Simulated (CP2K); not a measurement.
Hf:

```
Hf
1.0
     3.07822    0.00000    0.00000
     1.47149    2.68087    0.00000
     1.96961    1.15184    2.62247
Hf
1
Direct
  0.00000 0.00000 0.00000
```

This isn't the form of Hf at room conditions, which is hcp.

Base run:

- Program: CP2K 2026.2
- Functional: PBEsol
- Potentials or basis: POTENTIAL_UZH Hf GTH-PBE-q12; TZVP-MOLOPT-PBE-GTH basis
- Density cutoff: 9184 eV
- k mesh: 11 × 11 × 10
- Occupations: fermi-dirac, width 0.05 eV
- Spin: no spin polarisation

Its results: band gap on the k mesh none (metal or under the smearing width); pressure 0.2 GPa.

Task: After a change of settings the same cell gave: band gap on the k mesh none (metal or under the smearing width); pressure -20.8 GPa. Which change was it?
A. functional from PBEsol to TPSS
B. functional from PBEsol to WC
C. functional from PBEsol to LDA
D. functional from PBEsol to HLE16

Result: D.

Caveats: the potentials were made for another functional, which shifts forces and pressure; the basis of atomic orbitals isn't converged, which shifts pressures, moduli and gaps; spin-orbit coupling is left out, which moves the levels of the heavy elements (some runs); the potentials were made for a functional far from this one (some runs).

Runs at the PBE level aren't shown here.
